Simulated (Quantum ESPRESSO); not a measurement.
# Ru under changes of volume

One of the cells (13.575 Å³/atom); the others are scaled copies at fixed shape and fractional positions:

```xyz
2
Lattice="2.7058 0.0000 0.0000 -1.3529 2.3433 0.0000 0.0000 0.0000 4.2819" Properties=species:S:1:pos:R:3 pbc="T T T"
Ru    1.3529    0.7811    3.2114
Ru    0.0000    1.5622    1.0705
```

* Program: Quantum ESPRESSO 7.5
* Functional: PBE
* Potentials or basis: SSSP 1.3 efficiency PBE
* Cutoff: 816 eV
* Density cutoff: 3265 eV
* k mesh: 11 × 11 × 6
* Occupations: fermi-dirac, width 0.05 eV
* Spin: no spin polarisation

| volume (Å³/atom) | energy over the lowest point (meV/atom) | pressure (GPa) |
| --- | --- | --- |
| 12.760 | 83.73 | 28.5 |
| 13.032 | ? | ? |
| 13.303 | 16.38 | 11.7 |
| 13.575 | 2.52 | 4.6 |
| 13.846 | 0.00 | -1.7 |
| 14.118 | 7.59 | -7.3 |
| 14.389 | 24.19 | -12.3 |

Q: What does the run at 13.032 Å³/atom give?

A: Energy over the lowest point 42.94 meV/atom; pressure 19.6 GPa.

Worked out: A Birch-Murnaghan fit of order 3 (a polynomial in V^(-2/3)) to the other rows has its minimum at 13.77 Å³/atom with B0 = V·E''(V) = 312 GPa and B' = 4.8 at fixed shape and positions, which overstates the stiffness. It gives 42.88 meV/atom at 13.032 Å³/atom, against the run's 42.94, and -dE/dV = 19.7 GPa, against 19.6.

Energies are extrapolated to zero smearing.
